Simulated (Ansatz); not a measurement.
KBr, 2 atoms in the cell. Symmetry: Fm-3m, No. 225, cubic system. Conventional cell: a = 6.600 Å, b = 6.600 Å, c = 6.600 Å, α = 90.00°, β = 90.00°, γ = 90.00°. Br (site symmetry m-3m) has 6 K at 3.30 Å as nearest neighbours. Around K (site symmetry m-3m) lie 6 Br at 3.30 Å. 

| Property | Result |
| --- | --- |
| Program | Ansatz 0.2.0 |
| Task | relaxation of cell and atoms |
| Functional | revPBE |
| Potentials or basis | Ansatz PAW |
| Cutoff | 420 eV (not typed: the program's choice for these potentials) |
| k mesh | 7 × 7 × 7 |
| Occupations | fermi-dirac, width 0.05 eV |
| Spin | no spin polarisation |

Potentials or basis: Ansatz PAW.

Run with:

```bash
$ ansatz run input.yaml --threads 2 --pin off --max-ram 5632MiB --backend cpu --events-out ev --progress --plain --runs-dir out
```

Hardware: 2 threads of Arm Neoverse V1, on a shared host.

Problem. How long does it take, and how much memory?

Solution. Wall time 4.5 s on 2 threads of Arm Neoverse V1, on a shared host, peak memory 0.33 GiB. Counts: scf iterations 26, plane waves 1639, k points 20, bands 12, ion steps 5.
